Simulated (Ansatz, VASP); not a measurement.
# Two plane-wave programs on TiTe2

```
Ti Te
1.0
     3.62786    0.00000    0.00000
    -1.81393    3.14182    0.00000
     0.00000    0.00000    6.22833
Ti Te
1 2
Cartesian
  0.0000 0.0000 0.0000
  1.8139 1.0473 1.7362
  0.0000 2.0945 4.4922
```

Alike in both runs: functional PBE; dispersion D3(BJ); k mesh 15 × 15 × 8; occupations gaussian, width 0.1 eV; no spin polarisation.

Ansatz relaxed the structure, and its values are those at the end. VASP's run is a single point on that final structure, the one shown.

```csv
,VASP,Ansatz
version,VASP 6.6.1,Ansatz 0.2.0
potentials or method,"VASP PAW PBE potentials, release 64 (Ti_sv, Te)","scalar-relativistic, plane waves, PAW"
plane-wave cutoff (eV),520,420
valence electrons in the cell,24,44
```

```tsv
	VASP	Ansatz	Ansatz less VASP
gap on the k mesh at the Fermi level (eV)	none	none	-
pressure (GPa)	3.1	3.1	+0.03
```

A gap of «none» marks a metal or a gap that the smearing closes. With one functional, cell and mesh, what is left measures potentials, basis and numerics. The two sets of potentials don't hold the same shells in valence.

Caveats: pairwise dispersion overbinds metals, which lowers pressure and volume. The runs have no spin-orbit coupling, so splittings on Te are missing.
